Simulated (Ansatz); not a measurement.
Write the native input for Ansatz 0.2.0 that does the following.

* Task: single point
* Functional: PBEsol
* Potentials or basis: Ansatz PAW
* Cutoff: 420 eV (not typed: the program's choice for these potentials)
* k mesh: 10 × 10 × 8
* Occupations: fermi-dirac, width 0.05 eV
* Spin: collinear spin, ferromagnetic start
* Starting moments: [1.0, 1.0] μB

The system is TiNi.

```
Ni Ti
1.0
     2.73580    0.00000    0.00000
     0.00000    2.73580    0.00000
     0.00000    0.00000    3.58141
Ni Ti
1 1
Direct
  0.00542 0.00515 0.00068
  0.50871 0.48873 0.48423
```

The cell comes from a database or a generator and needn't be the stable form of this composition.

The cell isn't the ideal one: atoms moved at random, drawn with an rms of 0.05 Å.

These files were run (other wordings do the same):

input.yaml

```yaml
crystal:
  lattice:
    - [2.735803, 0.0, 0.0]
    - [0.0, 2.735803, 0.0]
    - [0.0, 0.0, 3.58141]
  atoms:
    - { symbol: Ni, position: [0.005416, 0.00515, 0.000678], spin: 1.0 }
    - { symbol: Ti, position: [0.508707, 0.488732, 0.484228], spin: 1.0 }
hamiltonian:
  xc: pbesol
  pseudopotentials: { kind: paw }
magnetization:
  spin_polarized: true
kpoints:
  mp_grid: { grid: [10, 10, 8] }
scf:
  occupations: { method: fermi_dirac, width: 0.05 }
output:
  forces: true
  stress: true
  eigenvalues: true
```

Potentials or basis: Ansatz PAW.

Command:

```console
$ ansatz run input.yaml --threads 2 --pin off --max-ram 5632MiB --backend cpu --events-out ev --progress --plain --runs-dir out
```

It gave:

* Pressure: -5.9 GPa
* Largest force: 0.293 eV/Å
* Band gap on the k mesh: none (metal or under the smearing width)
* Net moment: 0.00 μB per cell
* Absolute moment: 0.00 μB per cell

Caveat: the PAW data sets come from PBE, with cores solved anew for the run's functional, which leaves a small shift of forces and pressure; the starting moments weren't kept.

Run time: 45 s on 2 threads of Arm Neoverse V1 (shared host), peak memory 0.71 GiB.
